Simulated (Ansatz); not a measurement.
# GaN: the cost of one run

Computed with Ansatz 0.2.0 (reference: DFT, r2SCAN, plane waves, PAW, unless a step's input says otherwise).

5 further runs of the same task are left out: 1 for a known fault of the program, 4 that didn't finish.

## Step 1: The structure to begin with

Symmetry: Pm-3m, No. 221, cubic system. The conventional cell has a = 2.696 Å, b = 2.696 Å, c = 2.696 Å, α = 90.00°, β = 90.00°, γ = 90.00°. Ga (site symmetry m-3m) has 8 N at 2.33 Å as nearest neighbours. N (site symmetry m-3m) has 8 Ga at 2.33 Å as nearest neighbours.

Structure file:

```xyz
2
Lattice="2.6956 0.0000 0.0000 0.0000 2.6956 0.0000 0.0000 0.0000 2.6956" Properties=species:S:1:pos:R:3 pbc="T T T"
Ga    0.0000    0.0000    0.0000
N     1.3478    1.3478    1.3478
```

## Step 2: Reference

input.yaml

```yaml
crystal:
  lattice:
    - [2.6955546006, 0.0, 0.0]
    - [0.0, 2.6955546006, 0.0]
    - [0.0, 0.0, 2.6955546006]
  atoms:
    - { symbol: Ga, position: [0.0, 0.0, 0.0] }
    - { symbol: "N", position: [0.5, 0.5, 0.5] }
kpoints:
  mp_grid: { grid: [6, 6, 6] }
hamiltonian:
  xc: r2scan
scf:
  occupations: { method: fermi_dirac, width: 0.02 }
  n_extra_bands: 4
output:
  forces: true
  stress: true
  eigenvalues: true
```

Run with:

```console
ansatz run input.yaml --threads 4 --pin off --max-ram 3686MiB --backend cpu --events-out ev --progress --plain --runs-dir out
```

**Question.** How long does this run take on 4 threads of an x86-64 CPU, shared host, and how much memory does it need?

About 5 s, with a peak of 0.34 GiB.
